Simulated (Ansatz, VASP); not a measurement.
SnSe2: VASP beside Ansatz

```xyz
3
Lattice="3.9017 0.0000 0.0000 -1.9508 3.3789 0.0000 0.0000 0.0000 6.3516" Properties=species:S:1:pos:R:3 pbc="T T T"
Sn    0.0000    0.0000    0.0000
Se    0.0000    2.2526    1.5561
Se    1.9508    1.1263    4.7955
```

Change from the starting cell: hydrostatic strain +2.0%.

Alike in both runs: task single point; functional PBE; k mesh 12 × 12 × 4; occupations fermi-dirac, width 0.02 eV; no spin polarisation.

|  | VASP | Ansatz |
| --- | --- | --- |
| version | VASP 6.6.1 | Ansatz 0.2.0 |
| potentials or method | VASP PAW PBE potentials, release 64 (Sn_d, Se) | plane waves, PAW |
| plane-wave cutoff (eV) | 520 | 420 |
| valence electrons in the cell | 26 | 46 |

Ansatz gave:

| Property | Result |
| --- | --- |
| gap on the k mesh at the Fermi level (eV) | 0.75 |
| pressure (GPa) | 0.7 |
| largest component of the traceless stress (GPa) | 1.23 |
| rms of the force components (eV/Å) | 0.109 |

**Question.** Estimate VASP's values.

**Answer.** gap on the k mesh at the Fermi level (eV): 0.75; pressure (GPa): 0.8; largest component of the traceless stress (GPa): 1.23; rms of the force components (eV/Å): 0.115.

Atom by atom the forces differ by 0.006 eV/Å (rms over components). The two sets of potentials don't hold the same shells in valence.

Caveats: spin-orbit coupling is left out, which moves the levels of the heavy elements; this functional lacks dispersion, which binds the layers, so the pressure and a relaxed spacing across them are unreliable. A k mesh can miss the band edges.
